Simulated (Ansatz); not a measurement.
**Exact exchange in MnO: computed gaps, pressures and moments at one geometry**

```xyz
2
Lattice="0.0000 2.2220 2.2220 2.2220 0.0000 2.2220 2.2220 2.2220 0.0000" Properties=species:S:1:pos:R:3 pbc="T T T"
Mn    0.0000    0.0000    0.0000
O     2.2220    2.2220    2.2220
```

All runs: Ansatz, plane waves and PAW, scalar-relativistic (no spin–orbit coupling), 8×8×8 k-mesh, Gaussian smearing of 0.05 eV. Semilocal reference PBE +U (Mn: 3.9 eV), ferromagnetic start: gap 0.13 eV, pressure 9.6 GPa, largest spin moment 4.28 μB. The hybrids carry no U and start from the reference's converged state.

(1) Order these functionals by the gap that they give, smallest first.
A. PBE0-type hybrid with an exact-exchange fraction of 0.15, ferromagnetic start
B. PBE0-type hybrid with an exact-exchange fraction of 0.35, ferromagnetic start
C. HSE06-type hybrid with a screening parameter of 0.3 Å⁻¹, ferromagnetic start
D. HSE06-type hybrid with an exact-exchange fraction of 0.4, ferromagnetic start
E. revPBE0, ferromagnetic start
F. HSE06, ferromagnetic start

(2) What are the full results?

Results:

(1) A (0.84 eV), C (1.01 eV), F (1.24 eV), E (1.99 eV), D (2.51 eV), B (3.09 eV).

(2) 
| functional | gap | pressure (GPa) | largest spin moment in an atom's sphere (μB) | cutoff (eV) | core-seconds |
| --- | --- | --- | --- | --- | --- |
| PBE0-type hybrid with an exact-exchange fraction of 0.15, ferromagnetic start | 0.84 eV | 2.7 | 4.26 | 420 | 96 |
| HSE06-type hybrid with a screening parameter of 0.3 Å⁻¹, ferromagnetic start | 1.01 eV | 1.4 | 4.30 | 420 | 86 |
| HSE06, ferromagnetic start | 1.24 eV | 1.2 | 4.30 | 420 | 86 |
| revPBE0, ferromagnetic start | 1.99 eV | 4.2 | 4.31 | 420 | 97 |
| HSE06-type hybrid with an exact-exchange fraction of 0.4, ferromagnetic start | 2.51 eV | -0.9 | 4.35 | 420 | 87 |
| PBE0-type hybrid with an exact-exchange fraction of 0.35, ferromagnetic start | 3.09 eV | -0.1 | 4.34 | 420 | 97 |

In the PBE0 form, going from an exact-exchange fraction of 0.15 to 0.35 opens the gap by 2.26 eV, or 1.13 eV for each tenth. On shared hosts the hybrid runs at the reference's cutoff took roughly 37 to 42 times the core time of the semilocal one on the same mesh from its converged state, with some more bands.

Caveats: core times come from shared hosts and scatter; gaps are read on a coarse mesh; not tested for a lower state; only parallel moments were run, and the real order may differ, which changes gaps; state of the open shells carried from another run; stress loosely converged.

The gap follows both the amount of exact exchange and its range. A larger fraction widens it within each hybrid form, while stronger screening narrows it, so the screened hybrid at 0.4 still falls below the unscreened one at 0.35. Nonlocal exchange lowers occupied states relative to empty ones, and its long-range part acts on extended as well as localised states. The +U term acts only on Mn d, which probably explains the reference's gap of just 0.13 eV if the conduction-band edge is largely s-like.

The moments barely respond, as expected for high-spin d⁵ Mn²⁺, whose majority shell is already full; only covalency with oxygen leaves some room for change.

MnO is known as a wide-gap antiferromagnetic insulator, and the smaller gaps here are clearly too low for it. Parallel moments probably contribute by letting same-spin d states couple through oxygen and broaden the valence band. Tuning the exchange fraction to the measured gap in this spin state would therefore risk compensating for magnetic order with excess exchange.
